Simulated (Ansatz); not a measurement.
**From the elastic tensor of BN at 15 GPa (stress–strain coefficients) to moduli and sound speeds**

Computed with Ansatz, DFT PBEsol, scalar-relativistic, plane waves, PAW. Settings: 420 eV plane-wave cutoff, Γ-centred 12×12×4 mesh, fixed occupations. No spin polarisation.

Symmetry: P6_3/mmc, No. 194, hexagonal system. The conventional cell has a = 2.480 Å, b = 2.480 Å, c = 5.456 Å, α = 90.00°, β = 90.00°, γ = 120.00°. B (site symmetry -6m2) has 3 N at 1.43 Å as nearest neighbours. N (site symmetry -6m2) has 3 B at 1.43 Å as nearest neighbours.

The crystal is built of layers and no dispersion correction was added, so the binding between them is poorly described, and with it their spacing and whatever depends on it.

Relaxed-ion constants (GPa, on the Cartesian axes of the calculation):
C11 = 1113.8, C12 = 296.4, C13 = 35.7, C22 = 1113.8, C23 = 35.7, C33 = 135.2, C44 = 25.7, C55 = 25.7, C66 = 408.7 GPa; the others vanish.

Density 2.836 g/cm³; 4 atoms in 29.07 Å³.

The values that follow are for a polycrystal of randomly turned grains, by Hill's mean where one number stands. In a crystal this anisotropic the Voigt and Reuss bounds lie far apart, so Hill's mean and the sound speeds and Debye temperature from it are rough.

```
Bulk modulus, Voigt / Reuss / Hill          : 344.2 / 122.3 / 233.3 GPa
Shear modulus, Voigt / Reuss / Hill         : 225.0 / 53.3 / 139.1 GPa
Young's modulus                             : 348 GPa
Poisson ratio                               : 0.251
Pugh ratio B/G                              : 1.68
Universal anisotropy index                  : 17.92
Longitudinal and transverse sound speeds    : 12153 and 7005 m/s
Debye temperature from the mean sound speed : 1196 K
```

Cost: 1 run of about 1.2 core-minutes, on Arm Neoverse N1 (shared hosts).

The elastic response is split between stiff layers and soft contacts between them: C11 is 1113.8 GPa, against 135.2 GPa for C33 and only 25.7 GPa for C44. Within a layer, strain stretches and bends short, polar sp² σ bonds reinforced by partial π bonding. Between layers there is no comparable covalent network. Squeezing them together meets a steeply rising Pauli repulsion, whereas sliding them changes the overlap and electrostatic energy far less, which probably explains why C44 lies so far below C33.

The same contrast makes the Poisson ratio of 0.251 and the Pugh ratio of 1.68 poor guides to deformation or fracture. They resemble values for an ordinary isotropic solid, yet easy basal shear and cleavage would be expected here. The tensor satisfies the hexagonal conditions for stability against small homogeneous strains at this pressure, but that doesn't make the layered phase the thermodynamic ground state: compression favours the denser, sp³-bonded forms of BN.
